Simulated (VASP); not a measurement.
Input of a VASP 6.6.1 run:

File INCAR:

```
SYSTEM = Rb
PREC = Accurate
ENCUT = 520
EDIFF = 1E-6
ISMEAR = -1
SIGMA = 0.05
LREAL = .False.
LASPH = .True.
NELM = 100
ALGO = Normal
ISIF = 2
LWAVE = .False.
LCHARG = .True.
LELF = .True.
LVHAR = .True.
NBANDS = 10
```

The input KPOINTS:

```
Automatic mesh
0
Gamma
  7 7 7
  0 0 0
```

File POSCAR:

```
Rb
1.0
   -2.9545118615      2.9545118615      2.7308451955
    2.9545118615     -2.9545118615      2.7308451955
    2.9545118615      2.9545118615     -2.7308451955
Rb
1
Direct
    0.0000000000      0.0000000000      0.0000000000
```

Potentials or basis: VASP PAW LDA potentials, release 64 (Rb_sv).

The run is started by

```bash
$ cat potpaw_LDA.64/Rb_sv/POTCAR > POTCAR
$ mpirun -np 1 vasp_std > vasp.out
```

(1) What does it give for the pressure?

(2) Predict the band gap on the k mesh.

Results:

(1) -0.5 GPa.

(2) none (metal or under the smearing width).
